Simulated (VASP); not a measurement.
Set up this calculation in VASP 6.6.1, as the native input.

- Task: QSGW0 quasiparticle levels
- Functional: PBE
- Potentials or basis: VASP PAW PBE potentials, release 64 (I_GW, Na_sv_GW)
- Cutoff: 500 eV
- k mesh: 3 × 3 × 3
- Occupations: gaussian, width 0.01 eV
- Spin: no spin polarisation
- Cutoff of the response function: 100
- Frequency points: 64
- Empty bands: 90
- GW scheme: QSGW0
- GW iterations: 4
- Further INCAR settings: ALGO = QPGW0; EDIFF = 1e-08; NBANDS = 98

Crystal: NaI.

```
CELL_PARAMETERS angstrom
0.00000 3.23640 3.23640
3.23640 0.00000 3.23640
3.23640 3.23640 0.00000
ATOMIC_POSITIONS crystal
I 0.50000 0.50000 0.50000
Na 0.00000 0.00000 0.00000
```

The input as run:

POSCAR

```
NaI
1.0
    0.0000000000      3.2364000000      3.2364000000
    3.2364000000      0.0000000000      3.2364000000
    3.2364000000      3.2364000000      0.0000000000
I Na
1 1
Direct
    0.5000000000      0.5000000000      0.5000000000
    0.0000000000      0.0000000000      0.0000000000
```

INCAR.step1

```
PREC = Accurate
ENCUT = 500
EDIFF = 1E-8
ISMEAR = 0
SIGMA = 0.01
LREAL = F
LASPH = T
NELM = 60
ALGO = Fast
LWAVE = T
LCHARG = F
GGA = PE
```

INCAR.step2

```
PREC = Accurate
ENCUT = 500
EDIFF = 1E-8
ISMEAR = 0
SIGMA = 0.01
LREAL = F
LASPH = T
NELM = 1
ALGO = Exact
LWAVE = T
LCHARG = F
GGA = PE
NBANDS = 98
LOPTICS = T
ISTART = 1
```

INCAR.step3

```
PREC = Accurate
ENCUT = 500
EDIFF = 1E-8
ISMEAR = 0
SIGMA = 0.01
LREAL = F
LASPH = T
ALGO = QPGW0
LWAVE = F
LCHARG = F
GGA = PE
NELMGW = 4
NBANDS = 98
ENCUTGW = 100
NOMEGA = 64
PRECFOCK = Fast
ISTART = 1
NBANDSGW = 20
```

KPOINTS

```
regular mesh
0
Gamma
  3 3 3
```

Potentials or basis: VASP PAW PBE potentials, release 64 (I_GW, Na_sv_GW).

The run is started by

```console
$ cat potpaw_PBE.64/I_GW/POTCAR potpaw_PBE.64/Na_sv_GW/POTCAR > POTCAR
$ cp INCAR.step1 INCAR
$ mpirun -np 1 vasp_std > vasp.out
$ cp INCAR.step2 INCAR
$ mpirun -np 1 vasp_std > vasp.out
$ cp INCAR.step3 INCAR
$ mpirun -np 1 vasp_std > vasp.out
```

It gave:

```json
{
  "Band gap on the k mesh, mean-field level": "3.63 eV, direct",
  "Quasiparticle gap": "6.07 eV",
  "Least direct quasiparticle gap": "6.07 eV"
}
```

Caveat: the k mesh is coarse (spacing up to 0.56 Å⁻¹), so the values aren't converged; bands, screening cutoff and mesh are small and nothing is extrapolated, so the quasiparticle values aren't converged; spin-orbit coupling is left out, which moves the levels of the heavy elements.

Wall time 4.7 min on 1 thread of AMD EPYC 9R45 (Zen 5), on a shared host, peak memory 0.51 GiB.
